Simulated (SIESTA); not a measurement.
**CsSnI3 under changes of volume**

One of the cells (47.797 Å³/atom); the others are scaled copies at fixed shape and fractional positions:

```xyz
5
Lattice="6.2057 0.0000 0.0000 0.0000 6.2057 0.0000 0.0000 0.0000 6.2057" Properties=species:S:1:pos:R:3 pbc="T T T"
Cs    0.0000    0.0000    0.0000
I     3.1029    3.1029    0.0000
I     3.1029    0.0000    3.1029
I     0.0000    3.1029    3.1029
Sn    3.1029    3.1029    3.1029
```

- Program: SIESTA 5.4.2
- Functional: LDA
- Potentials or basis: PseudoDojo 0.4 standard (LDA files)
- Basis: DZP (energy shift 0.003 Ry; two zetas on semicore shells; d shell added on Cs)
- Grid cutoff: 500 Ry
- Energy shift: 0.003 Ry
- k mesh: 4 × 4 × 4
- Occupations: fermi-dirac, width 0.05 eV
- Spin: no spin polarisation

```tsv
volume (Å³/atom)	energy over the lowest point (meV/atom)	pressure (GPa)	gap on the mesh (eV)
44.929	0.00	0.0	none
45.885	?	?	?
46.841	5.14	-0.8	0.16
47.797	10.88	-1.1	0.25
48.753	18.55	-1.4	0.34
49.709	27.94	-1.7	0.42
50.665	38.88	-2.0	0.49
```

Q: What does the run at 45.885 Å³/atom give?

A: Energy over the lowest point 1.48 meV/atom; pressure -0.4 GPa; gap on the mesh none.

Worked out: A Birch-Murnaghan fit of order 3 (a polynomial in V^(-2/3)) to the other rows has its minimum at 44.84 Å³/atom, just outside them, with B0 = V·E''(V) = 19.7 GPa and B' = 3.3. It gives 1.43 meV/atom at 45.885 Å³/atom, against the run's 1.48, and -dE/dV = -0.4 GPa, against -0.4.

Energies are extrapolated to zero smearing.

Caveats: the cell was measured hot, at 500 K; the basis of atomic orbitals isn't converged, which shifts pressures, moduli and gaps; spin-orbit coupling is left out, which moves the levels of the heavy elements (some runs).

A mesh can miss the band edges.

A gap of «none» marks a metal or a gap under the smearing width.
